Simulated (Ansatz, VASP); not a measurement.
**Cs: VASP beside Ansatz**

Contents of INCAR:

```
SYSTEM = Cs
PREC = Accurate
ENCUT = 520
EDIFF = 1E-7
ISMEAR = -1
SIGMA = 0.05
LREAL = .FALSE.
LASPH = .TRUE.
NELM = 80
ALGO = Normal
ISIF = 2
LWAVE = .FALSE.
LCHARG = .FALSE.
GGA = PE
NBANDS = 10
```

Contents of KPOINTS:

```
regular mesh
0
G
  6 6 6
  0 0 0
```

The input POSCAR:

```
Cs
1.0
    3.0390050330     -4.3668621883      0.0000000000
    3.0390050330      4.3668621883      0.0000000000
   -2.5919890533      0.0000000000      4.4431188916
Cs
1
Direct
    0.0000000000      0.0000000000      0.5000000000
```

The input input.yaml:

```yaml
crystal:
  lattice:
    - [3.039005033, -4.3668621883, 0.0]
    - [3.039005033, 4.3668621883, 0.0]
    - [-2.5919890533, 0.0, 4.4431188916]
  atoms:
    - { symbol: Cs, position: [0.0, 0.0, 0.5] }
hamiltonian:
  xc: pbe
  pseudopotentials: { kind: paw }
kpoints:
  mp_grid: { grid: [6, 6, 6] }
scf:
  occupations: { method: fermi_dirac, width: 0.05 }
output:
  forces: true
  stress: true
  eigenvalues: true
```

Change from the starting cell: volume scaled by 1.02.

Alike in both runs: task single point; functional PBE; k mesh 6 × 6 × 6; occupations fermi-dirac, width 0.05 eV; no spin polarisation.

```csv
,VASP,Ansatz
version,VASP 6.6.1,Ansatz 0.2.0
potentials or method,"VASP PAW PBE potentials, release 64 (Cs_sv)",Ansatz PAW
plane-wave cutoff (eV),520,420
valence electrons in the cell,9,9
```

|  | VASP | Ansatz | Ansatz less VASP |
| --- | --- | --- | --- |
| gap on the k mesh at the Fermi level (eV) | none | none | - |
| pressure (GPa) | 0.0 | 0.0 | +0.01 |
| largest component of the traceless stress (GPa) | 0.05 | 0.05 | 0.000 |

A gap of «none» marks a metal or a gap that the smearing closes.

Spin-orbit coupling is left out, which matters for the levels of Cs.
